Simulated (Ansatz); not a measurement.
# Structure optimisation: lithium, 9R

All numbers below come from DFT, revPBE, plane waves (420 eV) with PAW, scalar-relativistic in Ansatz. (PAW data from PBE, frozen cores regenerated.)

k-point mesh 12×12×12, Fermi-Dirac smearing 0.1 eV, no spin polarisation. Cell and atoms relax.

Starting structure:

```yaml
crystal:
  lattice:
    - [1.5504989657, 0.8951809952, 7.5883]
    - [-1.5504989657, 0.8951809952, 7.5883]
    - [0.0, -1.7903619905, 7.5883]
  atoms:
    - { symbol: Li, position: [1.0, 0.0, 0.0] }
    - { symbol: Li, position: [0.222, 0.222, 0.222] }
    - { symbol: Li, position: [0.778, 0.778, 0.778] }
hamiltonian:
  xc: revpbe
  pseudopotentials:
    kind: paw
    azcp:
      Li: "pseudopotentials/Li.paw.azcp"
basis:
  ecutwfc: 420
  fft_grid_basis: typed
kpoints:
  mp_grid: { grid: [12, 12, 12], shift: [0, 0, 0] }
magnetization:
  spin_polarized: false
scf:
  occupations: { method: fermi_dirac, width: 0.1 }
relax:
  max_steps: 60
  f_tol: 0.01
  cell: {}
```

**Question.** The pressure at the start is 0.0 GPa. By how much does the volume change?

**Answer.** From 21.06 to 21.10 Å³ per atom, 0.2 %. The final cell has a = 3.105 Å, c = 22.745 Å (c/a = 7.325).

**Question.** How much energy does the relaxation gain?

**Answer.** 0.0 meV per atom.

Path of the relaxation (the plane waves are chosen anew near the end, which can shift the energy a little):

```tsv
step	E − E(final) (meV/atom)	V (Å³/atom)	P (GPa)	max force (eV/Å)
0	0.04	21.065	0.04	0.010
1	0.00	21.101	0.02	0.003
2	0.00	21.101	0.02	0.003
```
